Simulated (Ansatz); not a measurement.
## Te2Mo monolayer (1T): modes against uniaxial strain along a, the zigzag direction, with the width clamped

Aim: how do the optical modes of Te2Mo monolayer (1T) shift and split under this strain?

Method: DFT PBEsol, scalar-relativistic, plane waves, PAW; PAW set soft_1, in Ansatz 0.2.0.

**1. Starting point**

The cell holds 3 atoms: 1 Mo and 2 Te. Cell: a = 3.530 Å, b = 3.530 Å, c = 30.424 Å, α = 90.0°, β = 90.0°, γ = 120.0°. Vacuum lies along c. The height across the vacuum is the one that the program set for its solve, not the one typed.

**2. A rough relaxation first**

A rough relaxation comes first, because large forces or stress need no tight tolerances yet. The program lengthens the typed cell of 20.0 Å along the normal to 30.4 Å, as its cut-off of the electrostatics needs, and moves no atom.

The input, input.yaml:

```yaml
crystal:
  lattice:
    - [3.53, 0.0, 0.0]
    - [-1.765, 3.05707, 0.0]
    - [0.0, 0.0, 20.0]
  atoms:
    - { symbol: Mo, position: [0.0, 0.0, 0.5] }
    - { symbol: Te, position: [0.333333, 0.666667, 0.5828] }
    - { symbol: Te, position: [0.666667, 0.333333, 0.4172] }
  periodic: [true, true, false]
kpoints:
  mp_grid: { grid: [6, 6, 1] }
hamiltonian:
  xc: pbesol
  pseudopotentials: { kind: paw, azcp: { folder: soft_1 }, xc_functional: pbe }
scf:
  occupations: { method: gaussian, width: 0.1 }
output:
  forces: true
  stress: true
  eigenvalues: true
relax:
  adjacent_minimum: "off"
  f_tol: 0.05
  max_steps: 80
  cell: { stress_2d_tol: 0.02 }
```

The run is started by

```bash
$ ansatz run input.yaml --threads 4 --pin off --max-ram 16384MiB --backend cpu --events-out ev --progress --plain --runs-dir out
```

Numbers of over 12 decimals in the logs are rounded to 6 here.

Output:

```text
[...]
F+E_penalty+E_count = -18700.99701116 eV   max|allowed force component| = 3.859e-3 eV/Å   (the final SCF, on the basis selected at the relaxed cell)
  cell:  # Å, volume = 308.9168 Å³
    - [3.424107, 0, 0]
    - [-1.712053, 2.965363, 0]
    - [0, 0, 30.424]
  atoms:
    - { symbol: Mo, position: [0, 0, 0.328688] }
    - { symbol: Te, position: [0.333333, 0.666667, 0.390122] }
    - { symbol: Te, position: [0.666667, 0.333333, 0.267254] }
[key lines of the parts left out:]
SCF converged after 7 iterations
Free energy (F): -18700.997011 eV
Fermi energy:    -4.132382 eV
P = ½ c Tr σ = 0.0050 N/m
```

Elapsed: 8.9 s, on 4 threads of Arm Neoverse V1, shared host; peak memory 0.68 GiB; 32 s of CPU time.

The steps of the relaxation:

| step | energy less that of the first step (eV) | largest force component (eV/Å) | volume (Å³) |
| --- | --- | --- | --- |
| 1 | 0.0000 | 2.1425 | 328.32 |
| 2 | -0.3187 | 0.4214 | 330.12 |
| 3 | -0.3957 | 0.1767 | 312.07 |
| 4 | -0.3998 | 0.0372 | 309.30 |
| 5 | -0.4000 | 0.0041 | 308.92 |
| 6* | -0.3990 | 0.0039 | 308.92 |

Relaxation steps marked * repeat the geometry before them on a plane-wave basis chosen anew for their cell, so energy and pressure can jump there.

Forces are held to the 12 operations that the run works with; a distortion that breaks them can't arise in this run.

```
cell as run  before  after  change
      a (Å)   3.530  3.424  -3.0 %
      b (Å)   3.530  3.424  -3.0 %
```

The atoms that moved most (Å, along periodic axes as changes of fractional coordinates times the final cell, across vacuum about the mean position):

```
atom     dx     dy      dz  length
 Te3  0.000  0.000  -0.213   0.213
 Te2  0.000  0.000   0.213   0.213
```

Final coordinates:

```xyz
3
Lattice="3.4241 0.0000 0.0000 -1.7121 2.9654 0.0000 0.0000 0.0000 30.4240" Properties=species:S:1:pos:R:3
Mo    0.0000    0.0000   10.0000
Te    0.0000    1.9769   11.8691
Te    1.7121    0.9885    8.1309
```

This step gave:

| Quantity | Value |
| --- | --- |
| gap on the k-mesh | 0 eV |
| area per atom | 3.385 Å² |

The relaxation ends with a largest force component of 0.0039 eV/Å.

**3. Bringing the structure to rest**

Harmonic phonons are second derivatives at a point where the forces vanish, and they are wanted at zero stress, so atoms and cell are relaxed first.

The input, input.yaml:

```yaml
crystal:
  lattice:
    - [3.4241066906, 0.0, 0.0]
    - [-1.7120533453, 2.9653633793, 0.0]
    - [0.0, 0.0, 30.424]
  atoms:
    - { symbol: Mo, position: [0.0, 0.0, 0.328687878] }
    - { symbol: Te, position: [0.3333333333, 0.6666666667, 0.3901220697] }
    - { symbol: Te, position: [0.6666666667, 0.3333333333, 0.2672536863] }
  periodic: [true, true, false]
kpoints:
  mp_grid: { grid: [15, 15, 1] }
hamiltonian:
  xc: pbesol
  pseudopotentials: { kind: paw, azcp: { folder: soft_1 }, xc_functional: pbe }
scf:
  occupations: { method: gaussian, width: 0.1 }
output:
  forces: true
  stress: true
  eigenvalues: true
  write_density: true
  write_potential: true
  elf: true
  volumetric_format: npy
relax:
  adjacent_minimum: "off"
  f_tol: 0.005
  max_steps: 80
  cell: { stress_2d_tol: 0.02 }
```

Output:

```text
[...]
Crystal: 3 atoms, lattice volume = 308.917 Å³
Basis set: ecut = 420 eV, 6017 PW (Γ), exchange–correlation on 48×48×432 points (8 copies of the dense FFT grid, shifted against one another)
Bands: 28, of which v1, the nominal top of the filled ones, is band 23 counted from 1 (22 counted from 0)
Symmetry: 12 space group operations
[...]
k-points: 27 of 225
[...]
SCF iter   1: F=—  HF=-18701.709635 eV  |F-HF|=—  |Δ(HF+E_count)|=         —  Δρ=2.37e-2  dr2=2.39e0  ethr=3.10e-3  ⟨swp⟩=17.0  Hψ=6077  notcnv=0
[...]
SCF iter  10: F=-18700.984098 eV  HF=-18700.984098 eV  |F-HF|=1.06e-9  |Δ(HF+E_count)|=   1.17e-9  Δρ=1.27e-7  dr2=3.29e-11  ethr=3.92e-12  ⟨swp⟩=10.0  Hψ=5802  notcnv=0
SCF 1 converged in 10 iterations: F = -18700.984098 eV  dr2 = 3.29e-11
[...]
relax step   1: F+E_penalty+E_count = -18700.98409794 eV  Δ(F+E_penalty+E_count) = +0.000e0 eV  max|allowed force component| = 2.038e-2 eV/Å  Δτ_max = 0.0000 Å  P = +0.109 N/m  Ω = 308.917 Å³  fix = [c, alpha, beta]  reactions: c +0.000 N/m  (10 SCF iters, dr2 threshold 1.00e-7 eV, accepted)
Crystal: 3 atoms, lattice volume = 310.116 Å³
Basis set: ecut = 420 eV, 6041 PW (Γ), exchange–correlation on 48×48×432 points (8 copies of the dense FFT grid, shifted against one another)
[...]
SCF iter   5: F=-18700.984014 eV  HF=-18700.984014 eV  |F-HF|=1.82e-8  |Δ(HF+E_count)|=   2.26e-7  Δρ=3.24e-6  dr2=1.94e-8  ethr=5.65e-11  ⟨swp⟩=19.4  Hψ=9045  notcnv=0
SCF 2 converged in 5 iterations: F = -18700.984014 eV  dr2 = 1.94e-8
relax step   2: F+E_penalty+E_count = -18700.98401404 eV  Δ(F+E_penalty+E_count) = +8.390e-5 eV  max|allowed force component| = 5.042e-2 eV/Å  Δτ_max = 0.0086 Å  P = +0.086 N/m  Ω = 310.116 Å³  energy of the carried Pulay correction = -6.277e-5 eV  fix = [c, alpha, beta]  (5 SCF iters, dr2 threshold 2.60e-8 eV, rejected (line search))
Crystal: 3 atoms, lattice volume = 309.578 Å³
[...]
SCF iter   8: F=-18700.984238 eV  HF=-18700.984238 eV  |F-HF|=7.28e-12  |Δ(HF+E_count)|=  5.64e-10  Δρ=1.18e-8  dr2=2.79e-13  ethr=1.00e-12  ⟨swp⟩=14.3  Hψ=5666  notcnv=0
SCF 3 converged in 8 iterations: F = -18700.984238 eV  dr2 = 2.79e-13
relax step   3: F+E_penalty+E_count = -18700.98423762 eV  Δ(F+E_penalty+E_count) = -1.397e-4 eV  max|allowed force component| = 1.862e-4 eV/Å  Δτ_max = 0.0033 Å  P = +0.050 N/m  Ω = 309.578 Å³  energy of the carried Pulay correction = -3.468e-5 eV  fix = [c, alpha, beta]  reactions: c +0.000 N/m  (8 SCF iters, accepted)
[...]
relax step   4: F+E_penalty+E_count = -18700.98423815 eV  Δ(F+E_penalty+E_count) = -5.325e-7 eV  max|allowed force component| = 1.058e-3 eV/Å  Δτ_max = 0.0008 Å  P = +0.006 N/m  Ω = 309.868 Å³  energy of the carried Pulay correction = -4.984e-5 eV  fix = [c, alpha, beta]  reactions: c +0.000 N/m  (5 SCF iters, dr2 threshold 3.37e-9 eV, accepted)
[...]
SCF iter   1: F=—  HF=-18700.984034 eV  |F-HF|=—  |Δ(HF+E_count)|=         —  Δρ=1.69e-5  dr2=2.36e-8  ethr=1.43e-7  ⟨swp⟩=6.9  Hψ=9163  notcnv=0
eigensolver tolerance schedule: the retry pair's looser diagonalisation over-reported the residual by 2791.42 of it (diagonalisation noise at 0.15 of the residual, at the tolerance the schedule requests for it); recorded, not acted on — ethr = c·dr2/N_el stays at c = 1.0e-1
[...]
SCF iter   2: F=—  HF=-18700.984287 eV  |F-HF|=—  |Δ(HF+E_count)|=   2.53e-4  Δρ=2.04e-6  dr2=2.75e-8  ethr=5.13e-11  ⟨swp⟩=5.6  Hψ=2579  notcnv=0
[...]
SCF iter   7: F=-18700.984287 eV  HF=-18700.984287 eV  |F-HF|=1.31e-9  |Δ(HF+E_count)|=   1.69e-9  Δρ=6.57e-9  dr2=7.60e-14  ethr=1.00e-12  ⟨swp⟩=16.7  Hψ=5674  notcnv=0
SCF 5 converged in 7 iterations: F = -18700.984287 eV  dr2 = 7.60e-14
relax step   5: F+E_penalty+E_count = -18700.98428718 eV  Δ(F+E_penalty+E_count) = -4.903e-5 eV  max|allowed force component| = 1.045e-3 eV/Å  Δτ_max = 0.0000 Å  P = +0.006 N/m  Ω = 309.868 Å³  fix = [c, alpha, beta]  reactions: c +0.000 N/m  stress off target by 5.66e-3 N/m on what of the cell is left free  SCF on the basis re-selected at this cell (its energy is not comparable with the rows above)  (7 SCF iters)
basis re-selected at this cell: Δ(F+E_penalty+E_count) = -4.903e-5 eV, ΔP = -0.000 N/m vs the last step (what re-selecting the basis moved, of the pressure what is left beyond the Pulay correction that the steps carried, after the strain that the cell walked since its last selection, with what the two solves' SCF thresholds leave and, on support functions, any second-order correction that the steps lacked; it is no m [...]
SCF converged after 7 iterations
Free energy (F): -18700.984287 eV
[...]
Internal energy: -18700.980896 eV  (E = F + TS)
E sigma→0 (E₀):  -18700.982592 eV
Entropy (-TS):   -0.003391 eV (-1.130 meV/atom)
Fermi energy:    -4.247197 eV
[...]
--- Forces (eV/Å), atoms counted from 1 ---
  atom   1  Mo     0.00000000    -0.00000000     0.00000000
  atom   2  Te     0.00000000     0.00000000     0.00104507
  atom   3  Te    -0.00000000    -0.00000000    -0.00104507
  max |Σ_I F_I| component: 7.89e-31 eV/Å
--- 2D stress c σ (N/m, compression-positive) ---
        0.005659      -0.000000      -0.000000
        0.000000       0.005659       0.000000
       -0.000000       0.000000       0.000000
  P = ½ c Tr σ = 0.0057 N/m
--- Band table (eV; the first three rows and the last of 27) ---
  k-point 0: bands = [... 19 lower, -6.6409, -5.7458, -4.9757, -4.9757, -2.5240, -2.5240, -0.6735, -0.4333, ... 1 higher]
  k-point 1: bands = [... 19 lower, -6.4994, -5.7446, -5.0905, -5.0584, -2.8515, -2.5107, -0.9077 (-0.9078°), -0.5770, ... 1 higher]
  k-point 2: bands = [... 19 lower, -6.4126, -5.8570, -5.3927, -5.2340, -3.4041, -2.5355, -1.7821, -0.7865, ... 1 higher]
  k-point 26: bands = [... 19 lower, -8.1547, -7.3842, -7.3842, -4.1298, -4.1298, -3.5063, -1.7154, -1.7154, ... 1 higher]
  ° read free of the cell's end (the report's vacuum.weakly_bound_levels)
--- Relaxed structure (4 steps of the walk, 3 accepted, 1 SCFs on fresh bases) ---
[...]
cell:  # Å, volume = 309.8682 Å³
    - [3.429375, 0.0, 0]
    - [-1.714688, 2.969926, 0]
    - [0, 0, 30.424]
  atoms:
    - { symbol: Mo, position: [0, 0, 0.328687878] }
    - { symbol: Te, position: [0.333333, 0.666667, 0.389988] }
    - { symbol: Te, position: [0.666667, 0.333333, 0.267388] }
```

It took 25 s on 4 threads; peak memory 0.79 GiB.

The steps of the relaxation:

| step | energy less that of the first step (eV) | largest force component (eV/Å) | volume (Å³) |
| --- | --- | --- | --- |
| 1 | 0.0000 | 0.0204 | 308.92 |
| 2 | 0.0001 | 0.0504 | 310.12 |
| 3 | -0.0001 | 0.0002 | 309.58 |
| 4 | -0.0001 | 0.0011 | 309.87 |
| 5* | -0.0002 | 0.0010 | 309.87 |

Relaxation steps marked * repeat the geometry before them on a plane-wave basis chosen anew for their cell, so energy and pressure can jump there. Relaxation step 2 was tried and not accepted.

Forces are held to the 12 operations that the run works with; a distortion that breaks them can't arise in this run.

```
cell as run  before  after  change
      a (Å)   3.424  3.429  +0.2 %
      b (Å)   3.424  3.429  +0.2 %
```

The relaxed structure:

```xyz
3
Lattice="3.4294 0.0000 0.0000 -1.7147 2.9699 0.0000 0.0000 0.0000 30.4240" Properties=species:S:1:pos:R:3
Mo    0.0000    0.0000   10.0000
Te    0.0000    1.9800   11.8650
Te    1.7147    0.9900    8.1350
```

This step gave:

```
area per atom : 3.395 Å²
```

ELF in the ac plane at fractional y = 0.000, with atoms of Mo within 0.2 Å of it. It is the smooth field of the valence electrons, not physical close to the nuclei.

Ten even steps from '0' (0.00) to '9' (0.62), each cell a mean:
```
00000000000000
00000000000000
00000000000000
00000000000000
00000000000000
00000000000000
00000000000000
00000000000000
00000000000000
00000000000000
00000000000000
00000000000000
00000011100000
00135799974210
23478888888643
77765567655677
78864567655688
23578888888643
00136899985210
00000011100000
00000000000000
00000000000000
00000000000000
00000000000000
```
Columns run along a (3.4 Å), rows up along c (30.4 Å). Atoms in or near the plane, at fractional coordinates: Mo at (0.00, 0.33).

Electrostatic potential energy in the ac plane at fractional y = 0.000, with atoms of Mo within 0.2 Å of it. With pseudopotentials it is smooth inside the atoms' cores, unlike the true potential.

Ten even steps from '0' (-20 eV) to '9' (0 eV), each cell a mean:
```
99999999999999
99999999999999
99999999999999
99999999999999
99999999999999
99999999999999
99999999999999
99999999999999
99999999999999
99999999999999
99999999999999
99999999999999
99999999999999
99999888889999
88876421246788
00124677763110
00014677763100
88875421246788
99998888889999
99999999999999
99999999999999
99999999999999
99999999999999
99999999999999
```
Columns run along a (3.4 Å; values clipped at the 3rd and 97th percentile), rows up along c (30.4 Å). Atoms in or near the plane, at fractional coordinates: Mo at (0.00, 0.33).

Valence density in the ac plane at fractional y = 0.000, with atoms of Mo within 0.2 Å of it. It is the smooth field of the valence electrons, not physical close to the nuclei.

Ten steps, logarithmic in the rise over the least value, from '0' (0.0 e/Å³) to '9' (3.8 e/Å³), each cell a mean:
```
00000000000000
00000000000000
00000000000000
00000000000000
00000000000000
00000000000000
00000000000000
00000000000000
00000000000000
00000000000000
00000000000000
00000000000000
00000000000000
11112222222111
33344555554433
99865444445789
99875444445799
33344555554433
11112233322111
00000000000000
00000000000000
00000000000000
00000000000000
00000000000000
```
Columns run along a (3.4 Å), rows up along c (30.4 Å). Atoms in or near the plane, at fractional coordinates: Mo at (0.00, 0.33).

**4. Tight relaxation**

Phonons need small forces and stress, so the relaxation is finished with tight tolerances on 15×15×1 k points.

input.yaml, the sections that differ from step 3:

```yaml
crystal:
  lattice:
    - [3.4293753089, 0.0, 0.0]
    - [-1.7146876544, 2.9699261366, 0.0]
    - [0.0, 0.0, 30.424]
  atoms:
    - { symbol: Mo, position: [0.0, 0.0, 0.328687878] }
    - { symbol: Te, position: [0.3333333333, 0.6666666667, 0.3899877221] }
    - { symbol: Te, position: [0.6666666667, 0.3333333333, 0.2673880339] }
  periodic: [true, true, false]
scf:
  occupations: { method: methfessel_paxton, width: 0.2 }
relax:
  adjacent_minimum: "off"
  f_tol: 0.001
  max_steps: 60
  cell: { stress_2d_tol: 0.002 }
# kpoints, hamiltonian, output: as in step 3
```

Output:

```text
[...]
Crystal: 3 atoms, lattice volume = 309.868 Å³
Basis set: ecut = 420 eV, 6041 PW (Γ), exchange–correlation on 48×48×432 points (8 copies of the dense FFT grid, shifted against one another)
Bands: 28, of which v1, the nominal top of the filled ones, is band 23 counted from 1 (22 counted from 0)
Symmetry: 12 space group operations
[...]
k-points: 27 of 225
[...]
° read free of the cell's end (the report's vacuum.weakly_bound_levels)
--- Relaxed structure (3 steps of the walk, 2 accepted, 1 SCFs on fresh bases) ---
[...]
cell:  # Å, volume = 309.9093 Å³
    - [3.429603, -2.8869478434591975e-11, 0]
    - [-1.714801, 2.970123, 0]
    - [0, 0, 30.424]
  atoms:
    - { symbol: Mo, position: [0, 0, 0.328687878] }
    - { symbol: Te, position: [0.333333, 0.666667, 0.389979] }
    - { symbol: Te, position: [0.666667, 0.333333, 0.267397] }
[key lines of the parts left out:]
SCF converged after 7 iterations
Free energy (F): -18700.980546 eV
Fermi energy:    -4.249288 eV
P = ½ c Tr σ = 0.0007 N/m
```

The job ended after 23 s (4 threads; peak memory 0.79 GiB).

Little changed from the start: no atom moved by 0.005 Å and no cell edge by 0.1 %.

Electrostatic potential energy in the ac plane at fractional y = 0.000, with atoms of Mo within 0.2 Å of it. With pseudopotentials it is smooth inside the atoms' cores, unlike the true potential.

Ten even steps from '0' (-20 eV) to '9' (0 eV), each cell a mean:
```
99999999999999
99999999999999
99999999999999
99999999999999
99999999999999
99999999999999
99999999999999
99999999999999
99999999999999
99999999999999
99999999999999
99999999999999
99999999999999
99999888889999
88876421246788
00124677763110
00014677763100
88875421246788
99998888889999
99999999999999
99999999999999
99999999999999
99999999999999
99999999999999
```
Columns run along a (3.4 Å; values clipped at the 3rd and 97th percentile), rows up along c (30.4 Å). Atoms in or near the plane, at fractional coordinates: Mo at (0.00, 0.33).

ELF in the ac plane at fractional y = 0.000, with atoms of Mo within 0.2 Å of it. It is the smooth field of the valence electrons, not physical close to the nuclei.

Ten even steps from '0' (0.00) to '9' (0.62), each cell a mean:
```
00000000000000
00000000000000
00000000000000
00000000000000
00000000000000
00000000000000
00000000000000
00000000000000
00000000000000
00000000000000
00000000000000
00000000000000
00000011100000
00125799974210
23478888888643
77765567655677
78864567655688
23578888888643
00136899985210
00000011100000
00000000000000
00000000000000
00000000000000
00000000000000
```
Columns run along a (3.4 Å), rows up along c (30.4 Å). Atoms in or near the plane, at fractional coordinates: Mo at (0.00, 0.33).

Valence density in the ac plane at fractional y = 0.000, with atoms of Mo within 0.2 Å of it. It is the smooth field of the valence electrons, not physical close to the nuclei.

Ten steps, logarithmic in the rise over the least value, from '0' (0.0 e/Å³) to '9' (3.8 e/Å³), each cell a mean:
```
00000000000000
00000000000000
00000000000000
00000000000000
00000000000000
00000000000000
00000000000000
00000000000000
00000000000000
00000000000000
00000000000000
00000000000000
00000000000000
11112222222111
33344555554433
99865444445789
99875444445799
33344555554433
11112233322111
00000000000000
00000000000000
00000000000000
00000000000000
00000000000000
```
Columns run along a (3.4 Å), rows up along c (30.4 Å). Atoms in or near the plane, at fractional coordinates: Mo at (0.00, 0.33).

The largest force component left is 0.050 meV/Å, within the tolerances set.

(Part 1 of 2 ends here.)

[Logs are printed without paths, hosts, clocks, repeated set-up lines and the standing remarks that a program may print on its own settings, such as how far it seeks lower states.]

[Hosts, paths, dates, database ids (printed as entryN), source tags and the programs' standing remarks are cut or masked in the printed files.]
